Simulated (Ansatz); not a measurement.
## Be2C (antifluorite) under strain

Antifluorite Be2C, relaxed with r2SCAN in the plane-wave code Ansatz. It is cubic, Fm-3m (No. 225); a = 4.321 Å in the conventional setting, 6.72 Å³ an atom. Around C lie 8 Be at 1.87 Å; around Be lie 4 C at 1.87 Å.

The axes x, y and z are those of this cell:
```yaml
crystal:
  lattice:
    - [0.00000, 2.16049, 2.16049]
    - [2.16049, 0.00000, 2.16049]
    - [2.16049, 2.16049, 0.00000]
  atoms:
    - { symbol: C, position: [0.00000, 0.00000, 0.00000] }
    - { symbol: Be, position: [0.25000, 0.25000, 0.25000] }
    - { symbol: Be, position: [0.75000, 0.75000, 0.75000] }
```

Unstrained: PBE gives an indirect gap of 1.173 eV, from Γ to X; the least direct gap is 4.147 eV at Γ. With r2SCAN the valence top lies at Γ and the conduction bottom at X, 1.531 eV higher; the smallest vertical gap, at Γ, is 4.648 eV. HSE06 gives an indirect gap of 1.912 eV, from Γ to X; the least direct gap is 5.144 eV at Γ. Meshes: PBE 10×10×10, r2SCAN 10×10×10, HSE06 8×8×8. Strains are changes of length per length. After each strain the atoms were relaxed again with r2SCAN within the symmetry that the strain leaves, so tilts or polar shifts that break it weren't tested; points keep the names that they have in the unstrained zone. No spin polarisation and no zero-point or thermal motion.

Changes of the least gap in eV (an overlap counts as a negative gap):

| strain | volume change (%) | space group | PBE | r2SCAN | HSE06 | energy rise, r2SCAN (meV/atom) |
| --- | --- | --- | --- | --- | --- | --- |
| uniaxial +0.42 % along x | +0.4 | I4/mmm | -0.033 | -0.034 | -0.035 | 0.2 |
| isotropic -2.98 % on every length | -8.7 | Fm-3m | +0.037 | +0.046 | +0.059 | 37.4 |
| uniaxial +1.27 % along z | +1.3 | I4/mmm | -0.098 | -0.102 | -0.104 | 2.0 |

Uniaxial +0.42 % along x, other directions held. HSE06: the gap goes from 1.912 to 1.877 eV (-0.035 eV); with r2SCAN the top three valence levels at Γ, degenerate before, become 2+1 from the top over 36 meV. Stress change with r2SCAN, compression positive: xx -2.52, yy -0.03, zz -0.03 GPa.

Isotropic -2.98 % on every length. HSE06: the gap goes from 1.912 to 1.971 eV (+0.059 eV). Stress change with r2SCAN, compression positive: xx +21.98, yy +21.98, zz +21.98 GPa. For HSE06, dE_g/d ln V = -0.7 eV over this step.

Uniaxial +1.27 % along z, other directions held. HSE06: the gap goes from 1.912 to 1.808 eV (-0.104 eV); with r2SCAN the top three valence levels at Γ, degenerate before, become 2+1 from the top over 110 meV. Stress change with r2SCAN, compression positive: xx -0.06, yy -0.06, zz -7.51 GPa.

The meshes of the hybrids are coarse, so their gaps aren't converged to the digits shown.

The splittings at Γ are without spin-orbit coupling, which regroups them where it is of like size or larger.
